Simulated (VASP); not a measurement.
# MgS (Imm2) in VASP: a series of runs

Runs on MgS. Level: LDA. Tasks: single point.

Everything below comes from runs of VASP 6.6.1. Logs are shortened: lines on timing, memory, paths and dates and some standing lists are left out, and cuts for length are marked.

## (1) Starting point

The structure is orthorhombic, space group Imm2 (No. 44). The conventional cell has a = 3.942 Å, b = 3.969 Å, c = 5.574 Å, α = 90.00°, β = 90.00°, γ = 90.00°. Around Mg (site symmetry mm2) lie 4 S at 2.42 Å. Around S (site symmetry mm2) lie 4 Mg at 2.42 Å.

The cell comes from a database or a generator and needn't be the stable form of this composition.

## (2) Single point, LDA

The input, INCAR:

```
PREC = Accurate
ENCUT = 520
EDIFF = 1E-6
ISMEAR = 0
SIGMA = 0.02
LREAL = False
LASPH = True
NELM = 100
ALGO = Normal
ISIF = 2
LWAVE = False
LCHARG = False
GGA = CA
NBANDS = 16
```

The input, KPOINTS:

```
Automatic mesh
0
Gamma
  6 4 6
```

The input, POSCAR:

```
MgS
1.0
    3.9416705380      0.0000000000      0.0000000000
    0.0000000000      5.5743639333      0.0000000000
    0.0000000000      0.0000000000      3.9689374613
Mg S
2 2
Direct
    0.0000000000      0.0006962751      0.0000000000
    0.5000000000      0.5006962751      0.5000000000
    0.0000000000      0.2493037249      0.5000000000
    0.5000000000      0.7493037249      0.0000000000
```

Potentials or basis: VASP PAW LDA potentials, release 64 (Mg, S).

Command:

```console
$ cat potpaw_LDA.64/Mg/POTCAR potpaw_LDA.64/S/POTCAR > POTCAR
$ mpirun -np 1 vasp_std > vasp.out
```

OUTCAR:

```text
PREC = Accurate
   ENCUT = 520
   EDIFF = 1E-6
   ISMEAR = 0
   LREAL = False
   LASPH = True
   NELM = 100
   ISIF = 2
   GGA = CA

 ion  position               nearest neighbor table
   1  0.000  0.001  0.000-   4 2.42   4 2.42   3 2.42   3 2.42
   2  0.500  0.501  0.500-   3 2.42   3 2.42   4 2.42   4 2.42
   3  0.000  0.249  0.500-   2 2.42   2 2.42   1 2.42   1 2.42
   4  0.500  0.749  0.000-   1 2.42   1 2.42   2 2.42   2 2.42

  LATTYP: Found a simple orthorhombic cell.
 ALAT       =     3.9416705380
 B/A-ratio  =     1.0069176059
 C/A-ratio  =     1.4142135624

  Lattice vectors:

 A1 = (  -3.9416705380,   0.0000000000,   0.0000000000)
 A2 = (   0.0000000000,   0.0000000000,   3.9689374613)
 A3 = (   0.0000000000,   5.5743639333,   0.0000000000)

Analysis of symmetry for initial positions (statically):
=====================================================================
 Subroutine PRICEL returns following result:

  LATTYP: Found a body centered orthorhombic cell.
 ALAT       =     3.9416705380
 B/A-ratio  =     1.0069176059
 C/A-ratio  =     1.4142135624

  Lattice vectors:

 A1 = (   1.9708352690,   2.7871819666,   1.9844687306)
 A2 = (  -1.9708352690,   2.7871819666,  -1.9844687306)
 A3 = (  -1.9708352690,  -2.7871819666,   1.9844687306)

   2 primitive cells build up your supercell.

 Routine SETGRP: Setting up the symmetry group for a
 simple orthorhombic supercell.

 Subroutine GETGRP returns: Found  4 space group operations
 (whereof  4 operations were pure point group operations)
 out of a pool of  8 trial point group operations.

The static configuration has the point symmetry C_2v.

Analysis of symmetry for dynamics (positions and initial velocities):
=====================================================================
 Subroutine PRICEL returns following result:

  LATTYP: Found a body centered orthorhombic cell.
 ALAT       =     3.9416705380
 B/A-ratio  =     1.0069176059
 C/A-ratio  =     1.4142135624

  Lattice vectors:

 A1 = (   1.9708352690,   2.7871819666,   1.9844687306)
 A2 = (  -1.9708352690,   2.7871819666,  -1.9844687306)
 A3 = (  -1.9708352690,  -2.7871819666,   1.9844687306)

   2 primitive cells build up your supercell.

 Routine SETGRP: Setting up the symmetry group for a
 simple orthorhombic supercell.

 Subroutine GETGRP returns: Found  4 space group operations
 (whereof  4 operations were pure point group operations)
 out of a pool of  8 trial point group operations.

The dynamic configuration has the point symmetry C_2v.

 Subroutine INISYM returns: Found  4 space group operations
 (whereof  4 operations are pure point group operations),
 and found     2 'primitive' translations

----------------------------------------------------------------------------------------

                                     Primitive cell

  volume of cell :      43.6034

  direct lattice vectors                    reciprocal lattice vectors
     1.970835269  2.787181967  1.984468731     0.000000000  0.179392665  0.251956603
    -1.970835269  2.787181967 -1.984468731    -0.253699539  0.179392665  0.000000000
    -1.970835269 -2.787181967  1.984468731    -0.253699539  0.000000000  0.251956603

  length of vectors
     3.948504922  3.948504922  3.948504922     0.309295745  0.310717210  0.357555011

  position of ions in fractional coordinates (direct lattice)
     0.000696275  0.000696275  0.000000000
     0.749303725  0.249303725  0.500000000

  ion indices of the primitive-cell ions
   primitive index   ion index
                 1           1
                 2           3

----------------------------------------------------------------------------------------

 KPOINTS: Automatic mesh

Automatic generation of k-mesh.
 Grid dimensions read from file:
 generate k-points for:    6    4    6

 Generating k-lattice:

  Cartesian coordinates                     Fractional coordinates (reciprocal lattice)
     0.042283257  0.000000000  0.000000000     0.166666667  0.000000000  0.000000000
     0.000000000  0.044848166  0.000000000     0.000000000  0.250000000  0.000000000
     0.000000000  0.000000000  0.041992767     0.000000000  0.000000000  0.166666667

  Length of vectors
     0.042283257  0.044848166  0.041992767

  Shift w.r.t. Gamma in fractional coordinates (k-lattice)
     0.000000000  0.000000000  0.000000000

 Subroutine IBZKPT returns following result:
 ===========================================

 Found     48 irreducible k-points:

 Following reciprocal coordinates:
            Coordinates               Weight
  0.000000  0.000000  0.000000      1.000000
  0.166667  0.000000  0.000000      2.000000
  0.333333  0.000000  0.000000      2.000000
  0.500000  0.000000  0.000000      1.000000
  0.000000  0.250000  0.000000      2.000000
  0.166667  0.250000  0.000000      4.000000
[... 16 lines left out ...]
  0.333333  0.500000  0.166667      4.000000
  0.500000  0.500000  0.166667      2.000000
 [... further k-points ...]
   k-points           NKPTS =     48   k-points in BZ     NKDIM =     48   number of bands    NBANDS=     16
   number of dos      NEDOS =    301   number of ions     NIONS =      4
   total plane-waves  NPLWV =  37800
   dimension x,y,z NGX =    30 NGY =   42 NGZ =   30
   dimension x,y,z NGXF=    60 NGYF=   84 NGZF=   60
   ions per type =               2   2
   NGX,Y,Z   is equivalent  to a cutoff of  12.65, 12.53, 12.57 a.u.
   NGXF,Y,Z  is equivalent  to a cutoff of  25.31, 25.05, 25.13 a.u.
 SYSTEM =  unknown system
   PREC   = accura    normal or accurate (medium, high low for compatibility)
   ISTART =      0    job   : 0-new  1-cont  2-samecut
   ICHARG =      2    charge: 1-file 2-atom 10-const
   ISPIN  =      1    spin polarized calculation?
   LNONCOLLINEAR =      F non collinear calculations
   LSORBIT =      F    spin-orbit coupling
   LASPH  =      T    aspherical Exc in radial PAW
   ENCUT  =  520.0 eV  38.22 Ry    6.18 a.u.   7.33 10.36  7.38*2*pi/ulx,y,z
   NELM   =    100;   NELMIN=  2; NELMDL= -5     # of ELM steps
   EDIFF  = 0.1E-05   stopping-criterion for ELM
   LREAL  =      F    real-space projection
   EDIFFG = 0.1E-04   stopping-criterion for IOM
   NSW    =      0    number of steps for IOM
   IBRION =     -1    ionic relax: 0-MD 1-quasi-New 2-CG
   NFREE  =      0    steps in history (QN), initial steepest desc. (CG)
   ISIF   =      2    stress and relaxation
   ISYM   =      2    0-nonsym 1-usesym 2-fastsym
   POTIM  = 0.5000    time-step for ionic-motion
   TEBEG  =    0.0;   TEEND  =   0.0 temperature during run
   PSTRESS=    0.0 pullay stress
   NELECT =      16.0000    total number of electrons
   NUPDOWN=      -1.0000    fix difference up-down
   EMIN   =  10.00;   EMAX   =-10.00  energy-range for DOS
   EFERMI =   0.00;   METHOD = LEGACY
   ISMEAR =     0;   SIGMA  =   0.02  broadening in eV -4-tet -1-fermi 0-gaus
   EFERMI_NEDOS =   21; number of points for ismear=-14 and -15
   IALGO  =     38    algorithm
   IMIX   =      4    mixing-type and parameters
     AMIX     =   0.40;   BMIX     =  1.00
     AMIX_MAG =   1.60;   BMIX_MAG =  1.00
  volume/ion in A,a.u.               =      21.80       147.12
  Fermi-wavevector in a.u.,A,eV,Ry     =   0.930247  1.757912 11.773926  0.865359
  Thomas-Fermi vector in A             =   2.056615
   LORBIT       =      0    0 simple, 1 ext, 2 COOP (PROOUT), +10 PAW based schemes
   GGA     = CA    functional components
   LHFCALC =     F    Hartree Fock is set to
   AEXX    =    0.0000 exact exchange contribution
   IVDW    =     0    specifies the selected vdW correction
   LEPSILON=     F    determine dielectric tensor
   LRPA    =     F    only Hartree local field effects (RPA)
 non-spin polarized calculation
 Gauss-broadening in eV      SIGMA  =   0.02
  energy-cutoff  :      520.00
  volume of cell :       87.21
 maximum number of plane-waves:      2385
 NGX is ok and might be reduce to    30
   NGX = 15   NGY = 21   NGZ = 15

 number of electron      16.0000006 magnetization

 Free energy of the ion-electron system (eV)
  ---------------------------------------------------
  ext. energy  EPLUGINS =         0.00000000
  ---------------------------------------------------
  free energy    TOTEN  =       -18.78671915 eV

  energy without entropy =      -18.78671915  energy(sigma->0) =      -18.78671915

 E-fermi :   1.2872     XC(G=0):  -8.9137

 val. band max:        1.1695726428   @ k =   0.0000   0.0000   0.0000
 cond. band min:       4.5450795416   @ k =   0.0000   0.0000   0.0000
 fundamental gap:      3.3755068987
 Fermi energy:         1.2872478919

 k-point     1 :       0.0000    0.0000    0.0000
  band No.  band energies     occupation
      1     -10.2233      2.00000
      2      -9.2073      2.00000
      3      -1.8375      2.00000
      4       0.0021      2.00000
      5       0.0651      2.00000
      6       1.1266      2.00000
[... 8 lines left out ...]
     15      11.9451      0.00000
     16      12.0040      0.00000

 k-point     2 :       0.1667    0.0000    0.0000
  band No.  band energies     occupation
      1     -10.1082      2.00000
      2      -9.2065      2.00000
      3      -1.6668      2.00000
      4      -0.4793      2.00000
      5       0.1126      2.00000
      6       0.3836      2.00000
[... 8 lines left out ...]
     15      11.0083      0.00000
     16      11.5063      0.00000

 k-point     3 :       0.3333    0.0000    0.0000
  band No.  band energies     occupation
      1      -9.8119      2.00000
      2      -9.2631      2.00000
      3      -1.4004      2.00000
      4      -0.9908      2.00000
      5      -0.7761      2.00000
      6       0.4028      2.00000
[... 8 lines left out ...]
     15      10.1237      0.00000
     16      10.2918      0.00000
[... 362 lines left out ...]
 k-point    23 :       0.3333    0.5000    0.1667
  band No.  band energies     occupation
      1      -9.4725      2.00000
      2      -9.4725      2.00000
      3      -1.7111      2.00000
      4      -1.7111      2.00000
      5      -0.0041      2.00000
      6      -0.0041      2.00000
[... 8 lines left out ...]
     15       9.6376      0.00000
     16       9.6376      0.00000

 k-point    24 :       0.5000    0.5000    0.1667
  band No.  band energies     occupation
      1      -9.3936      2.00000
      2      -9.3936      2.00000
      3      -2.0217      2.00000
      4      -2.0217      2.00000
      5       0.2087      2.00000
      6       0.2087      2.00000
[... 8 lines left out ...]
     15      10.1304      0.00000
     16      10.1304      0.00000

 [... further k-points ...]

------------------------ aborting loop because EDIFF is reached ----------------------------------------

  FORCE on cell =-STRESS in cart. coord.  units (eV):
  Direction    XX          YY          ZZ          XY          YZ          ZX
  --------------------------------------------------------------------------------------
  -------------------------------------------------------------------------------------
  Total        0.0278388     -0.0504052     -0.1870840      0.0000000      0.0000000      0.0000000
  in kB        0.5114593     -0.9260532     -3.4371403      0.0000000      0.0000000      0.0000000
  external PRESSURE =      -1.2839114 kB  Pullay stress =       0.0000000 kB

 VOLUME and BASIS-vectors are now :
 -----------------------------------------------------------------------------
  energy-cutoff  :      520.00
  volume of cell :       87.21
      direct lattice vectors                 reciprocal lattice vectors
     3.941670538  0.000000000  0.000000000     0.253699539  0.000000000  0.000000000
     0.000000000  5.574363933  0.000000000     0.000000000  0.179392665  0.000000000
     0.000000000  0.000000000  3.968937461     0.000000000  0.000000000  0.251956603

 POSITION                                       TOTAL-FORCE (eV/Angst)
 -----------------------------------------------------------------------------------
      0.00000      0.00388      0.00000        -0.000000      0.000276      0.000000
      1.97084      2.79106      1.98447        -0.000000      0.000276      0.000000
      0.00000      1.38971      1.98447        -0.000000     -0.000276      0.000000
      1.97084      4.17689      0.00000         0.000000     -0.000276      0.000000
 -----------------------------------------------------------------------------------
    total drift:                                0.000000      0.000125      0.000000

  FREE ENERGIE OF THE ION-ELECTRON SYSTEM (eV)
  ---------------------------------------------------
  free  energy   TOTEN  =       -18.7867191495 eV

  energy  without entropy=      -18.7867191495  energy(sigma->0) =      -18.78671915
```

Wall time 54 s (1 thread of Intel Xeon Platinum 8259CL at 2.50GHz (Skylake/Cascade Lake), shared host); peak memory 0.19 GiB.

What came out:

* Free energy: -18.7867 eV
* Pressure: -0.1 GPa
* Band gap on the k mesh: 3.38 eV

A k mesh can miss the band edges.

(Continued in part 2 of 2.)
